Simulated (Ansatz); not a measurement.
The slice is one period of a {110} plane through atoms; its size isn't given.

Computed with PBE (plane waves to 420 eV, PAW, scalar-relativistic; Ansatz, an electronic-structure program). These are valence fields of a PAW run, semicore shells included where kept as valence: close to a nucleus they are smooth pseudo fields.

```
|######**++================++**####|
|####**++++====++++++++====++++**##|
|****++++++++**########**++++++++**|
|++++====++++##%%%%%%%%##++++====++|
|========++**%%@@@@@@@@%%**++======|
|------==++**%%@@@@@@@@%%**++==----|
|::::::--==**%%@@@@@@@@%%**==--::::|
|....::--==++##%%%%%%%%##++==--::..|
|......::--==**########**==--::....|
|  ....::----==++++++++==----::....|
|    ....::::--========--::::....  |
|      ....::::::----::::::....    |
|      ........::::::::........    |
|        ....................      |
|........                    ......|
|..........                ........|
|::::::....                ....::::|
|----::::....            ....::::--|
|====----::....        ....::----==|
|++++==----::..        ..::----==++|
|****++==--::::..    ..::::--==++**|
|####**++==--::........::--==++**##|
|######**++----::::::::----++**####|
|######**++==------------==++**####|
```
Scale: ten equal steps from -1.63 (start of ' ') to 1.10 (end of '@'), in the order ' .:-=+*#%@'. Values: log₁₀ of the valence density in e/Å³. The map has 17 points along u (two characters each, u = 0 at the left) and 24 along v (v = 0 in the bottom row). The scale is logarithmic, as a density can span decades between atoms and voids.

```
|xx99842122124899x|
|78996222222226998|
|99973222112223799|
|98742210000122478|
|7642221xxxx122246|
|4321220xxxx022123|
|2211221xxxx122112|
|11112320000232111|
|00112332112332110|
|00012222222222100|
|00011112222111100|
|00001111111111000|
|00000001111000000|
|00000000000000000|
|00000000000000000|
|11000000000000001|
|22110000000000112|
|44321000000001234|
|76542100000012456|
|98864210000124688|
|99986410000146899|
|78997521001257998|
|xx89863111136898x|
|xx79963111136997x|
```
Scale: ten equal steps from 0.02 (start of '0') to 0.84 (end of '9'), in the order '0123456789'. Values: electron localisation function (ELF). The map has 17 points along u (one character each, u = 0 at the left) and 24 along v (v = 0 in the bottom row). Points within 0.4 Å of a nucleus are blanked (x), as the pseudised field means little there.

Q: Which relaxed crystal do these maps come from?
A. GaAs (zinc blende)
B. InN (zinc blende)
C. InAs (zinc blende)

A: B, InN (zinc blende). Atoms on the slice: N at (0.00, 0.00); In at (0.50, 0.75)

All were relaxed with their symmetry unable to fall. At this level the bands of InAs touch or barely overlap; measurements give the solid a gap. At this level the bands of InN touch or barely overlap; measurements give the solid a gap.
